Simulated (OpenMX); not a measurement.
## Mg under changes of volume

One of the cells (23.237 Å³/atom); the others are scaled copies at fixed shape and fractional positions:

```
Mg
1.0
     3.20930    0.00000    0.00000
    -1.60465    2.77934    0.00000
     0.00000    0.00000    5.21030
Mg
2
Direct
  0.66667 0.33333 0.75000
  0.33333 0.66667 0.25000
```

| Property | Result |
| --- | --- |
| Program | OpenMX 3.8.5 |
| Functional | LDA |
| Potentials or basis | OpenMX 2013 LDA set, Mg7.0-s3p2d1, fixed grid of 36 × 36 × 70 points |
| k mesh | 11 × 11 × 5 |
| Occupations | fermi-dirac, width 0.05 eV |
| Spin | no spin polarisation |

```tsv
volume (Å³/atom)	energy over the lowest point (meV/atom)	largest force (eV/Å)
21.843	0.00	0.011
22.308	1.86	0.010
22.772	6.42	0.008
23.237	13.29	0.007
23.702	?	?
24.167	33.08	0.005
24.631	45.55	0.004
```

**Question.** What does the run at 23.702 Å³/atom give?

**Answer.** Energy over the lowest point 22.25 meV/atom; largest force 0.006 eV/Å.

Worked out: A Birch-Murnaghan fit of order 3 (a polynomial in V^(-2/3)) to the other rows has its minimum at 21.77 Å³/atom, just outside them, with B0 = V·E''(V) = 49 GPa and B' = 4.5 at fixed shape and positions, which overstates the stiffness. It gives 22.26 meV/atom at 23.702 Å³/atom, against the run's 22.25.

Energies are extrapolated to zero smearing.

Caveats: the basis of atomic orbitals isn't converged, which shifts pressures, moduli and gaps.
